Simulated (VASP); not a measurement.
# W (Im-3m) in VASP: single point with PBE0

Aim: the single point of W with PBE0.

Everything below comes from runs of VASP 6.6.1. Logs are shortened: lines on timing, memory, paths and dates and some standing lists are left out, and cuts for length are marked.

### 1 Starting point

It takes space group Im-3m (No. 229, cubic). The conventional cell has a = 3.157 Å, b = 3.157 Å, c = 3.157 Å, α = 90.00°, β = 90.00°, γ = 90.00°. W (site symmetry m-3m) has 8 W at 2.73 Å as nearest neighbours.

### 2 Single point, PBE0

The input, POSCAR:

```
W
1.0
   -1.5782900000      1.5782900000      1.5782900000
    1.5782900000     -1.5782900000      1.5782900000
    1.5782900000      1.5782900000     -1.5782900000
W
1
Direct
    0.0000000000      0.0000000000      0.0000000000
```

The input, INCAR.step1:

```
PREC = Accurate
ENCUT = 520
EDIFF = 1E-5
ISMEAR = 0
SIGMA = 0.1
LREAL = False
LASPH = True
NELM = 60
ALGO = Normal
ISIF = 2
LWAVE = True
LCHARG = False
GGA = PE
```

The input, INCAR.step2:

```
PREC = Accurate
ENCUT = 520
EDIFF = 1E-6
ISMEAR = 0
SIGMA = 0.1
LREAL = False
LASPH = True
NELM = 60
ALGO = Normal
ISIF = 2
LWAVE = False
LCHARG = False
GGA = PE
LHFCALC = True
AEXX = 0.25
PRECFOCK = Fast
HFRCUT = -1
ISTART = 1
```

The input, KPOINTS:

```
Automatic mesh
0
Gamma
  8 8 8
```

Potentials or basis: VASP PAW PBE potentials, release 64 (W_sv).

Started as:

```console
> cat potpaw_PBE.64/W_sv/POTCAR > POTCAR
> cp INCAR.step1 INCAR
> mpirun -np 1 vasp_std > vasp.out
> cp INCAR.step2 INCAR
> mpirun -np 1 vasp_std > vasp.out
```

OUTCAR:

```text
PREC = Accurate
   ENCUT = 520
   EDIFF = 1E-6
   ISMEAR = 0
   LREAL = False
   LASPH = True
   NELM = 60
   ISIF = 2
   GGA = PE
   LHFCALC = True
   AEXX = 0.25
   PRECFOCK = Fast
   ISTART = 1

 ion  position               nearest neighbor table
   1  0.000  0.000  0.000-

  LATTYP: Found a body centered cubic cell.
 ALAT       =     3.1565800000

  Lattice vectors:

 A1 = (  -1.5782900000,   1.5782900000,   1.5782900000)
 A2 = (   1.5782900000,  -1.5782900000,   1.5782900000)
 A3 = (   1.5782900000,   1.5782900000,  -1.5782900000)

Analysis of symmetry for initial positions (statically):
=====================================================================
 Subroutine PRICEL returns:
 Original cell was already a primitive cell.

 Routine SETGRP: Setting up the symmetry group for a
 body centered cubic supercell.

 Subroutine GETGRP returns: Found 48 space group operations
 (whereof 48 operations were pure point group operations)
 out of a pool of 48 trial point group operations.

The static configuration has the point symmetry O_h .

Analysis of symmetry for dynamics (positions and initial velocities):
=====================================================================
 Subroutine PRICEL returns:
 Original cell was already a primitive cell.

 Routine SETGRP: Setting up the symmetry group for a
 body centered cubic supercell.

 Subroutine GETGRP returns: Found 48 space group operations
 (whereof 48 operations were pure point group operations)
 out of a pool of 48 trial point group operations.

The dynamic configuration has the point symmetry O_h .

 Subroutine INISYM returns: Found 48 space group operations
 (whereof 48 operations are pure point group operations),
 and found     1 'primitive' translations

----------------------------------------------------------------------------------------

                                     Primitive cell

  volume of cell :      15.7261

  direct lattice vectors                    reciprocal lattice vectors
    -1.578290000  1.578290000  1.578290000     0.000000000  0.316798560  0.316798560
     1.578290000 -1.578290000  1.578290000     0.316798560  0.000000000  0.316798560
     1.578290000  1.578290000 -1.578290000     0.316798560  0.316798560  0.000000000

  length of vectors
     2.733678469  2.733678469  2.733678469     0.448020821  0.448020821  0.448020821

  position of ions in fractional coordinates (direct lattice)
     0.000000000  0.000000000  0.000000000

  ion indices of the primitive-cell ions
   primitive index   ion index
                 1           1

----------------------------------------------------------------------------------------

 KPOINTS: Automatic mesh

Automatic generation of k-mesh.
 Grid dimensions read from file:
 generate k-points for:    8    8    8

 Generating k-lattice:

  Cartesian coordinates                     Fractional coordinates (reciprocal lattice)
     0.000000000  0.039599820  0.039599820     0.125000000  0.000000000  0.000000000
     0.039599820  0.000000000  0.039599820     0.000000000  0.125000000  0.000000000
     0.039599820  0.039599820  0.000000000     0.000000000  0.000000000  0.125000000

  Length of vectors
     0.056002603  0.056002603  0.056002603

  Shift w.r.t. Gamma in fractional coordinates (k-lattice)
     0.000000000  0.000000000  0.000000000

 Subroutine IBZKPT returns following result:
 ===========================================

 Found     29 irreducible k-points:

 Following reciprocal coordinates:
            Coordinates               Weight
  0.000000  0.000000  0.000000      1.000000
  0.125000  0.000000  0.000000     12.000000
  0.250000  0.000000  0.000000     12.000000
  0.375000  0.000000  0.000000     12.000000
  0.500000  0.000000  0.000000      6.000000
  0.125000  0.125000  0.000000     24.000000
[... 16 lines left out ...]
 -0.250000  0.250000  0.250000      6.000000
 -0.375000  0.375000  0.250000     24.000000
 [... further k-points ...]
   k-points           NKPTS =     29   k-points in BZ     NKDIM =    512   number of bands    NBANDS=     11
   number of dos      NEDOS =    301   number of ions     NIONS =      1
   total plane-waves  NPLWV =   8000
   dimension x,y,z NGX =    20 NGY =   20 NGZ =   20
   dimension x,y,z NGXF=    40 NGYF=   40 NGZF=   40
   ions per type =               1
   NGX,Y,Z   is equivalent  to a cutoff of  12.16, 12.16, 12.16 a.u.
   NGXF,Y,Z  is equivalent  to a cutoff of  24.33, 24.33, 24.33 a.u.
 SYSTEM =  unknown system
   PREC   = accura    normal or accurate (medium, high low for compatibility)
   ISTART =      1    job   : 0-new  1-cont  2-samecut
   ICHARG =      0    charge: 1-file 2-atom 10-const
   ISPIN  =      1    spin polarized calculation?
   LNONCOLLINEAR =      F non collinear calculations
   LSORBIT =      F    spin-orbit coupling
   LASPH  =      T    aspherical Exc in radial PAW
   ENCUT  =  520.0 eV  38.22 Ry    6.18 a.u.   5.08  5.08  5.08*2*pi/ulx,y,z
   NELM   =     60;   NELMIN=  2; NELMDL=  0     # of ELM steps
   EDIFF  = 0.1E-05   stopping-criterion for ELM
   LREAL  =      F    real-space projection
   EDIFFG = 0.1E-04   stopping-criterion for IOM
   NSW    =      0    number of steps for IOM
   IBRION =     -1    ionic relax: 0-MD 1-quasi-New 2-CG
   NFREE  =      0    steps in history (QN), initial steepest desc. (CG)
   ISIF   =      2    stress and relaxation
   ISYM   =      3    0-nonsym 1-usesym 2-fastsym
   POTIM  = 0.5000    time-step for ionic-motion
   TEBEG  =    0.0;   TEEND  =   0.0 temperature during run
   PSTRESS=    0.0 pullay stress
   NELECT =      14.0000    total number of electrons
   NUPDOWN=      -1.0000    fix difference up-down
   EMIN   =  10.00;   EMAX   =-10.00  energy-range for DOS
   EFERMI =   0.00;   METHOD = LEGACY
   ISMEAR =     0;   SIGMA  =   0.10  broadening in eV -4-tet -1-fermi 0-gaus
   EFERMI_NEDOS =   21; number of points for ismear=-14 and -15
   IALGO  =     38    algorithm
   IMIX   =      1    mixing-type and parameters
     AMIX     =   0.40;   BMIX     =  1.00
     AMIX_MAG =   1.60;   BMIX_MAG =  1.00
  volume/ion in A,a.u.               =      15.73       106.12
  Fermi-wavevector in a.u.,A,eV,Ry     =   1.574868  2.976068 33.745277  2.480208
  Thomas-Fermi vector in A             =   2.675937
   LORBIT       =      0    0 simple, 1 ext, 2 COOP (PROOUT), +10 PAW based schemes
   GGA     = PE    functional components
   LHFCALC =     T    Hartree Fock is set to
   PRECFOCK=fast      Normal, Fast or Accurate (Low or Medium for compatibility)
   ENCUT4O =  -1.0   cutoff for four orbital integrals eV
   NKREDX  =     1    reduce k-point grid by
   NKREDY  =     1    reduce k-point grid by
   NKREDZ  =     1    reduce k-point grid by
   AEXX    =    0.2500 exact exchange contribution
   HFSCREEN=    0.0000 screening length (either q_TF or 0.3 A-1)
   HFSCREENC=   0.0000 screening length for correlation (either q_TF or 0.3 A-1)
   ENCUTFOCK=  -1.0 apply spherical cutoff to Coloumb kernel
   IVDW    =     0    specifies the selected vdW correction
   LEPSILON=     F    determine dielectric tensor
   LRPA    =     F    only Hartree local field effects (RPA)
 non-spin polarized calculation
 Gauss-broadening in eV      SIGMA  =   0.10
  energy-cutoff  :      520.00
  volume of cell :       15.73
 maximum number of plane-waves:       429
  NGX = 14; NGY = 14; NGZ = 14

 number of electron      14.0000004 magnetization

 Free energy of the ion-electron system (eV)
  ---------------------------------------------------
  ext. energy  EPLUGINS =         0.00000000
  ---------------------------------------------------
  free energy    TOTEN  =       -16.20941200 eV

  energy without entropy =      -16.20941200  energy(sigma->0) =      -16.20941200

 E-fermi :  11.0411     XC(G=0): -10.7241

 val. band max:       10.5442641258   @ k =  -0.2500   0.2500   0.2500
 cond. band min:      11.8103318176   @ k =   0.5000   0.0000   0.0000
 fundamental gap:      1.2660676918
 Fermi energy:        11.0410670887

 k-point     1 :       0.0000    0.0000    0.0000
  band No.  band energies     occupation
      1     -67.3242      2.00000
      2     -29.3055      2.00000
      3     -29.3055      2.00000
      4     -29.3055      2.00000
      5      -0.0075      2.00000
      6       9.5645      2.00000
      7       9.5645      2.00000
      8       9.5645      2.00000
      9      14.8980      0.00000
     10      14.8980      0.00000
     11      27.2454      0.00000

 k-point     2 :       0.1250    0.0000    0.0000
  band No.  band energies     occupation
      1     -67.3029      2.00000
      2     -29.5496      2.00000
      3     -29.3819      2.00000
      4     -29.3065      2.00000
      5       0.8236      2.00000
      6       9.0478      2.00000
      7       9.3984      2.00000
      8      10.5171      2.00000
      9      14.2163      0.00000
     10      14.8860      0.00000
     11      27.8607      0.00000

 k-point     3 :       0.2500    0.0000    0.0000
  band No.  band energies     occupation
      1     -67.2429      2.00000
      2     -30.1028      2.00000
      3     -29.5509      2.00000
      4     -29.3036      2.00000
      5       2.7201      2.00000
      6       7.9746      2.00000
      7       8.8625      2.00000
      8      13.5229      0.00000
      9      14.0635      0.00000
     10      15.0193      0.00000
     11      27.6209      0.00000

 k-point     4 :       0.3750    0.0000    0.0000
  band No.  band energies     occupation
      1     -67.1872      2.00000
      2     -30.6329      2.00000
      3     -29.7187      2.00000
      4     -29.3015      2.00000
      5       3.7598      2.00000
      6       7.0761      2.00000
      7       9.8333      2.00000
      8      14.6613      0.00000
      9      15.4520      0.00000
     10      16.7695      0.00000
     11      25.2725      0.00000
[... 239 lines left out ...]
 k-point    22 :       0.2500    0.2500    0.2500
  band No.  band energies     occupation
      1     -67.1508      2.00000
      2     -30.0772      2.00000
      3     -30.0772      2.00000
      4     -30.0772      2.00000
      5       7.3644      2.00000
      6       7.3644      2.00000
      7       7.3644      2.00000
      8      15.9957      0.00000
      9      15.9958      0.00000
     10      19.3501      0.00000
     11      25.1414      0.00000

 k-point    23 :      -0.2500    0.2500    0.2500
  band No.  band energies     occupation
      1     -67.1728      2.00000
      2     -30.1265      2.00000
      3     -29.8164      2.00000
      4     -29.8164      2.00000
      5       4.9623      2.00000
      6       8.1345      2.00000
      7      10.5443      2.00000
      8      10.5443      2.00000
      9      13.2426      0.00000
     10      16.1690      0.00000
     11      27.4387      0.00000

 k-point    24 :      -0.3750    0.3750    0.2500
  band No.  band energies     occupation
      1     -67.1218      2.00000
      2     -30.4378      2.00000
      3     -29.9986      2.00000
      4     -29.8604      2.00000
      5       5.7771      2.00000
      6       6.7399      2.00000
      7      10.4872      2.00000
      8      12.0390      0.00000
      9      16.0272      0.00000
     10      16.9129      0.00000
     11      26.7345      0.00000

 [... further k-points ...]
[... 5 lines left out ...]
  --------------------------------------------------------------------------------------
  -------------------------------------------------------------------------------------
  Total        0.1705946      0.1705946      0.1705946     -0.0000000      0.0000000     -0.0000000
  in kB       17.3802266     17.3802266     17.3802266     -0.0000000      0.0000000     -0.0000000
  external PRESSURE =      17.3802266 kB  Pullay stress =       0.0000000 kB

 VOLUME and BASIS-vectors are now :
 -----------------------------------------------------------------------------
  energy-cutoff  :      520.00
  volume of cell :       15.73
      direct lattice vectors                 reciprocal lattice vectors
    -1.578290000  1.578290000  1.578290000     0.000000000  0.316798560  0.316798560
     1.578290000 -1.578290000  1.578290000     0.316798560  0.000000000  0.316798560
     1.578290000  1.578290000 -1.578290000     0.316798560  0.316798560  0.000000000

 POSITION                                       TOTAL-FORCE (eV/Angst)
 -----------------------------------------------------------------------------------
      0.00000      0.00000      0.00000         0.000000      0.000000     -0.000000
 -----------------------------------------------------------------------------------
    total drift:                                0.000000      0.000000      0.000000

  FREE ENERGIE OF THE ION-ELECTRON SYSTEM (eV)
  ---------------------------------------------------
  free  energy   TOTEN  =       -16.2094120030 eV

  energy  without entropy=      -16.2094120030  energy(sigma->0) =      -16.20941200
```

It took 18 min on 1 thread of Intel Xeon Platinum 8488C (Sapphire Rapids), shared host; peak memory 0.14 GiB.

What came out:

```yaml
Free_energy: -16.2094 eV
Pressure: 1.7 GPa
Band_gap_on_the_k_mesh: none (metal or under the smearing width)
```

Caveat: the PAW data sets were made with another functional, which shifts forces and pressure a little. The run has no spin-orbit coupling, so splittings on W are missing.
